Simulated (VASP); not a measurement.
Runs of VASP 6.6.1 on ZnS. The structure is cubic, space group F-43m (No. 216). The conventional cell has a = 5.387 Å, b = 5.387 Å, c = 5.387 Å, α = 90.00°, β = 90.00°, γ = 90.00°. Zn (site symmetry -43m) has 4 S at 2.33 Å as nearest neighbours. S (site symmetry -43m) is surrounded by 4 Zn at 2.33 Å. The cell is a database's computed one.

```csv
task,level,potentials or basis,cell,k mesh,cutoff (eV),mesh quality,gap on the mesh (eV),pressure (GPa),relaxed volume (Å³/atom)
relaxation of cell and atoms,LDA,"VASP PAW LDA potentials, release 64 (Zn, S)",relaxed,10 × 10 × 10,600,not flagged,(c),0.0,18.63
single point,PBEsol,"VASP PAW PBE potentials, release 64 (Zn, S)",as given,10 × 10 × 10,520,not flagged,2.02,(a),-
relaxation of cell and atoms,PBEsol,"VASP PAW PBE potentials, release 64 (Zn, S)",relaxed,10 × 10 × 10,580,not flagged,2.08,0.0,(b)
relaxation of cell and atoms,PBEsol,"VASP PAW PBE potentials, release 64 (Zn, S)",relaxed,4 × 4 × 4,600,coarse,2.05,0.0,19.34
relaxation of cell and atoms,RPBE,"VASP PAW PBE potentials, release 64 (Zn, S)",relaxed,10 × 10 × 10,600,not flagged,2.02,0.0,20.96
```

Alike in all rows: no spin polarisation; smearing gaussian 0.02 eV.

Fill in the values left out.

(a) -1.1; (b) 19.26; (c) 2.15.

Caveats: some runs use coarse meshes; the PAW data sets were made with another functional, which shifts forces and pressure a little (some runs).

Runs at the PBE level aren't shown here.
